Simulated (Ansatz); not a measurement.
Start from InN in the zinc blende structure (space group F-43m, No. 216; a = 5.049 Å). Axes: x, y, z lie along the cube axes.

The values are results of Ansatz (a first-principles code), PBE, PAW, cutoff 420 eV, scalar-relativistic without spin-orbit coupling, not measurements.

For the base:

Shortest interatomic distance: 2.186 Å
Pressure: 0.0 GPa

Modification: tensor shear ε_xz = +2.90 % (engineering shear γ = 0.0580), atoms relaxed at fixed cell.

What happens to the energy relative to the base, largest internal atomic displacement, shortest interatomic distance and pressure?

The energy increases by 13 meV/atom; the largest internal atomic displacement amounts to 0.026 Å; the shortest interatomic distance shrinks by 0.0106 Å to 2.176 Å; the pressure (mean of the normal stresses, compression positive) stays 0.0 GPa.

The cells carry an imposed strain or load. Stability against distortions was not tested. The final runs are not spin-polarised. This is not the structure that InN has at room temperature and ambient pressure.
